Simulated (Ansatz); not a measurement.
The polar optical mode of RbBr at 3 GPa, worked through

These are results of DFT PBEsol, scalar-relativistic, plane waves, PAW in Ansatz 0.2.0, not measurements. Plane waves to 420 eV; Γ-centred k mesh 6×6×6; fixed occupations. No spin polarisation. Phonons by linear response, acoustic sum rule imposed.

The cell, relaxed at 3 GPa:
```cif
data_structure
_symmetry_space_group_name_H-M 'P 1'
_symmetry_Int_Tables_number 1
_cell_length_a 3.9039
_cell_length_b 3.9039
_cell_length_c 3.9039
_cell_angle_alpha 90.000
_cell_angle_beta 90.000
_cell_angle_gamma 90.000
_cell_volume 59.50
loop_
_atom_site_label
_atom_site_type_symbol
_atom_site_fract_x
_atom_site_fract_y
_atom_site_fract_z
_atom_site_occupancy
Rb1 Rb 0.00000 0.00000 0.00000 1
Br1 Br 0.50000 0.50000 0.50000 1
```

Linear response gives ν_TO = 105.3 cm⁻¹, Born charges ±1.224 e (positive on Rb) and ε∞ = 3.227. The primitive cell holds 59.499 Å³, and the masses are 85.468 and 79.904 amu.

Question: Find ν_LO and the static dielectric constant.

Answer: The long-wave field adds a restoring force: ω_LO² − ω_TO² = Z*²e²/(ε_vac ε∞ μV). In these units ν_LO² − ν_TO² = 4.92064×10⁷ Z*²/(μ V ε∞) cm⁻², with μ = m₁m₂/(m₁ + m₂) = 41.296 amu: 9293 cm⁻². So ν_LO = √(105.3² + 9293) = 142.8 cm⁻¹, and the run gives 142.8. Lyddane–Sachs–Teller then gives ε0 = ε∞ (ν_LO/ν_TO)² = 5.93, against 5.93 in the run (it forms both from the same three quantities, so the match checks the arithmetic only). Between ν_TO and ν_LO the dielectric function is negative and an undamped crystal reflects fully: a reststrahlen band from 70.0 to 95.0 μm.

Question: What do the Clausius–Mossotti polarisability and the Szigeti charge come to?

Answer: With the Lorentz local field, α = (3V/4π)(ε∞ − 1)/(ε∞ + 2) = 6.05 Å³ for the pair, and e_S = 3Z*/(ε∞ + 2) = 0.70 e. The Born charge includes the electrons' response to the dipole's own local field, and e_S takes that enhancement out. The Lorentz field assumes point-like polarisable ions, a fair picture at this small ε∞.

Question: How strongly does a slow electron couple to the LO mode?

Answer: For one isotropic parabolic band, Fröhlich's constant is α_F = (1/ε∞ − 1/ε0) √(m* Ry/ħω_LO), with Ry = 13.606 eV, ħω_LO = 17.7 meV and m* in free-electron masses: α_F = 0.1413 × 27.73 × √m* = 3.92 √m*. The band mass isn't part of this run; for m* = 0.1, 0.3 and 1 it gives 1.24, 2.15, 3.92. In weak coupling the polaron lies α_F ħω_LO below the band edge (38 meV at m* = 0.3) with a mass m*(1 + α_F/6); past α_F of about 5 or 6 that expansion fails. A semilocal functional's ε∞ tends to be too large, which taken alone lowers α_F.

This CsCl-type form isn't the usual stable structure of the compound at low pressure.